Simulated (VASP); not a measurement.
Results of a VASP single-point calculation on MgF2 (strained rutile)

POSCAR

```
Mg F
 1.0000000000000000
     4.6220159945999999    0.0000000000000000    0.0000000000000000
     0.0000000000000000    4.6220159945999999    0.0000000000000000
     0.0000000000000000    0.0000000000000000    2.9547284068000002
 Mg  F
   2   4
Cartesian
 -0.0000000000000000  0.0000000000000000  0.0000000000000000
  2.3110079972999995  2.3110079972999995  1.4773642034000001
  1.3932947204990922  1.3932947204990922 -0.0000000000000000
  0.9177132768009076  3.7043027177990915  1.4773642034000001
  3.7043027177990915  0.9177132768009076  1.4773642034000001
  3.2287212741009075  3.2287212741009075 -0.0000000000000000
```

```json
{
  "gap between bands v and c": "7.37 eV",
  "least direct gap": "7.37 eV",
  "largest force": "0.03 eV/Å"
}
```

Band v is the last that the valence electrons fill when counted band by band, and c is the next. Levels in eV from the top of v:

```
point    v−1      v      c    c+1
    Γ  -0.36   0.00   7.37  12.55
    X  -0.40  -0.40   9.79   9.79
    M  -0.87  -0.87  11.54  11.54
    Z  -0.91  -0.91  12.28  12.28
    R  -0.72  -0.72  13.04  13.04
    A  -0.52  -0.52  13.52  13.52
```

Problem. Which of these levels of theory gave these results?
A. PBEsol
B. PBE
C. HSE06
D. r²SCAN
E. PBE with spin–orbit coupling
F. PBE0
G. LDA

Solution. B.

The INCAR was:

```
GGA = PE
LCHARG = .FALSE.
NSW = 0
LWAVE = .FALSE.
IBRION = -1
SIGMA = 0.02
NELM = 120
PREC = Accurate
ISIF = 2
LASPH = .TRUE.
ISMEAR = -1
NBANDS = 25
ENCUT = 520
EDIFF = 1E-7
LREAL = .FALSE.
```
